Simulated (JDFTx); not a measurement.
**KI under changes of volume**

One of the cells (44.091 Å³/atom); the others are scaled copies at fixed shape and fractional positions:

```
I K
1.0
     0.00000    3.53277    3.53277
     3.53277    0.00000    3.53277
     3.53277    3.53277    0.00000
I K
1 1
Cartesian
  3.5328 3.5328 3.5328
  0.0000 0.0000 0.0000
```

| Item | Value |
| --- | --- |
| Program | JDFTx 1.7.0 (patched build) |
| Functional | PBEsol |
| Potentials or basis | PseudoDojo-SR-PBEsol-0.4.1-standard with smoothed tails |
| Cutoff | 1007 eV |
| Density cutoff | 8055 eV |
| k mesh | 7 × 7 × 7 |
| Occupations | fermi-dirac, width 0.05 eV |
| Spin | no spin polarisation |

| volume (Å³/atom) | energy over the lowest point (meV/atom) | pressure (GPa) | gap on the mesh (eV) |
| --- | --- | --- | --- |
| 41.445 | 2.20 | 0.5 | 3.95 |
| 42.327 | 0.35 | 0.2 | 3.90 |
| 43.209 | 0.00 | -0.1 | 3.86 |
| 44.091 | 0.99 | -0.3 | 3.82 |
| 44.973 | ? | ? | ? |
| 45.854 | 6.37 | -0.7 | 3.74 |
| 46.736 | 10.51 | -0.8 | 3.70 |

Task: What does the run at 44.973 Å³/atom give?

Result: Energy over the lowest point 3.16 meV/atom; pressure -0.5 GPa; gap on the mesh 3.77 eV.

Worked out: A Birch-Murnaghan fit of order 3 (a polynomial in V^(-2/3)) to the other rows has its minimum at 42.98 Å³/atom with B0 = V·E''(V) = 12.2 GPa and B' = 4.9. It gives 3.16 meV/atom at 44.973 Å³/atom, against the run's 3.16, and -dE/dV = -0.5 GPa, against -0.5. A straight line through the other rows of the gap, of slope -2.05 eV per unit of ln V (its deformation potential), gives 3.78 eV, against the run's 3.77.

Energies are extrapolated to zero smearing.

Caveats: spin-orbit coupling is left out, which moves the levels of the heavy elements; an odd mesh through Γ misses points on the zone boundary, where band edges often lie (some runs).
